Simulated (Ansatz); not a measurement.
(001) slab cut from the bulk of TaAs, 15 Å of vacuum:

```
CELL_PARAMETERS angstrom
3.42870 0.00000 0.00000
0.00000 3.42870 0.00000
0.00000 0.00000 24.63613
ATOMIC_POSITIONS crystal
Ta 0.50000 0.50000 0.30443
As 0.00000 0.00000 0.34297
Ta 0.00000 0.50000 0.42196
As 0.50000 0.00000 0.46050
Ta 0.00000 0.00000 0.53950
As 0.50000 0.50000 0.57804
Ta 0.50000 0.00000 0.65703
As 0.00000 0.50000 0.69557
```

These are results of DFT PBEsol, scalar-relativistic, plane waves, PAW (Ansatz 0.2.0), not measurements. Settings: cutoff 420 eV, Γ-centred mesh 10×10×1 on the computed 8-atom cell, Gaussian smearing of 0.10 eV; no spin polarisation. The cell repeats along c with a dipole correction in the vacuum.

This base run converges in 9 iterations with a largest force of 0.930 eV/Å and a work function of 5.13 eV on the top face.

One setting at a time is then changed, some of them on purpose to poor values; changes count from the base run, energies are extrapolated to zero smearing, γ keeps the base's bulk energy, atoms stay where they are, and risky runs are capped at 50 to 100 iterations.

Q: What does each change do? no dipole correction, vacuum of 8 Å; occupations cold 0.2 eV.

A:
```csv
change,outcome,SCF iterations,ΔE (meV/atom),Δγ (J/m²),Δφ top (eV),largest force (eV/Å),largest change of a force (eV/Å)
"no dipole correction, vacuum of 8 Å",converged,8,-0.4,-0.002,,0.935,0.008
occupations cold 0.2 eV,converged,9,+0.2,+0.001,+0.03,0.907,0.023
```

Spin-orbit coupling is left out, which matters for the bands of heavy elements.

Cost: 3 runs of about 3.1 core-minutes in all, on Intel Xeon Platinum 8259CL (Skylake/Cascade Lake) (shared hosts).